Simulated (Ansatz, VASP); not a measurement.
## Sn: VASP beside Ansatz

INCAR

```
SYSTEM = Sn
PREC     = Accurate       ! precision mode
ENCUT    = 520            ! plane-wave cutoff, eV
EDIFF    = 1E-6           ! SCF threshold, eV
ISMEAR   = -1             ! smearing method
SIGMA    = 0.1            ! smearing width, eV
LREAL    = .False.        ! projectors in reciprocal space
LASPH    = .True.         ! aspherical terms in the spheres
NELM     = 100            ! most SCF steps
ALGO     = Normal         ! electronic algorithm
ISIF     = 2              ! what is computed and relaxed
LWAVE    = .False.        ! write WAVECAR
LCHARG   = .True.         ! write CHGCAR
GGA      = PS             ! functional
LELF     = .True.         ! ELF
LVHAR    = .True.       
NBANDS   = 13             ! bands
```

Contents of KPOINTS:

```
regular mesh
0
Gamma
  13 13 13
  0 0 0
```

File POSCAR:

```
Sn
1.0
    0.0000000000      2.4293606754      2.4293606754
    2.4293606754      0.0000000000      2.4293606754
    2.4293606754      2.4293606754      0.0000000000
Sn
1
Direct
    0.0000000000      0.0000000000      0.0000000000
```

Input for Ansatz:

```yaml
crystal:
  lattice:
    - [0.0, 2.4293606754, 2.4293606754]
    - [2.4293606754, 0.0, 2.4293606754]
    - [2.4293606754, 2.4293606754, 0.0]
  atoms:
    - { symbol: Sn, position: [0.0, 0.0, 0.0] }
hamiltonian:
  xc: pbesol
  pseudopotentials:
    kind: paw
    azcp:
      Sn: "pseudopotentials/Sn.paw.azcp"
basis:
  ecutwfc: 420
  fft_grid_basis: typed
kpoints:
  mp_grid: { grid: [13, 13, 13], shift: [0, 0, 0] }
magnetization:
  spin_polarized: false
scf:
  occupations: { method: fermi_dirac, width: 0.1 }
  lower_state_search: "off"
output:
  stress: true
```

Alike in both runs: task single point; functional PBEsol; k mesh 13 × 13 × 13; occupations fermi-dirac, width 0.1 eV; no spin polarisation.

|  | VASP | Ansatz |
| --- | --- | --- |
| version | VASP 6.6.1 | Ansatz 0.2.0 |
| potentials or method | VASP PAW PBE potentials, release 64 (Sn_d) | plane waves (420 eV) with PAW, scalar-relativistic |
| plane-wave cutoff (eV) | 520 | 420 |
| valence electrons in the cell | 14 | 14 |

```csv
,VASP,Ansatz,Ansatz less VASP
pressure (GPa),-3.6,-3.6,+0.04
```

The functional is the same, so the differences come from potentials, cutoffs and numerics. Ansatz warned: «pseudo_functional_mismatch».

Caveats: the PAW data sets were made with another functional, which shifts forces and pressure a little (VASP).
